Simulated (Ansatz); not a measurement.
**ZrSi2: rigid cleavage**

Method: DFT PBE, scalar-relativistic, plane waves, PAW in Ansatz 0.2.0. Settings: plane waves to 420 eV, k-mesh 13×13×4 (Γ-centred), Gaussian smearing 0.15 eV. No spin polarisation. Energies are free energies at this smearing, counted from the undisturbed cell; pressure is positive in compression.

The starting cell (relaxed at this level; it needn't be the usual structure):

```xyz
12
Lattice="-3.7052 0.0000 0.0000 0.0000 0.0000 -3.6791 0.0000 -14.7880 0.0000" Properties=species:S:1:pos:R:3 pbc="T T T"
Zr    0.0000  -10.6055   -0.9198
Zr   -1.8526   -3.2115   -0.9198
Zr    0.0000  -13.7208   -2.7593
Zr   -1.8526   -6.3268   -2.7593
Si    0.0000   -5.5544   -0.9198
Si   -1.8526  -12.9484   -0.9198
Si    0.0000   -3.9839   -2.7593
Si   -1.8526  -11.3779   -2.7593
Si    0.0000   -1.0768   -0.9198
Si   -1.8526   -8.4708   -0.9198
Si    0.0000   -8.4615   -2.7593
Si   -1.8526   -1.0675   -2.7593
```

The cut lies on the cell's a–b face, a (0 -1 0) plane (indices in the standard cell, whose axes needn't be the Cartesian ones shown) of area 13.63 Å², between layers 2.13 Å apart. Vector c is lengthened by d along the normal with the atoms' Cartesian places fixed: one unrelaxed cut a cell. The cell is metallic on the mesh throughout.

```
d (Å) energy (J/m²) traction dE/dd (GPa)
 0.00           0.00                   0.0
 0.50              ?                     ?
 1.00           2.06                  23.1
 2.00           3.62                   8.7
 3.00           4.10                   2.1
```

**Question.** Give the withheld values.

**Answer.** energy (J/m²) at d (Å) = 0.50: 0.81; traction dE/dd (GPa) at d (Å) = 0.50: 24.9.

Cost: 5 runs of about 14 core-minutes in all, on Intel Xeon Processor @ 2.70GHz (shared hosts).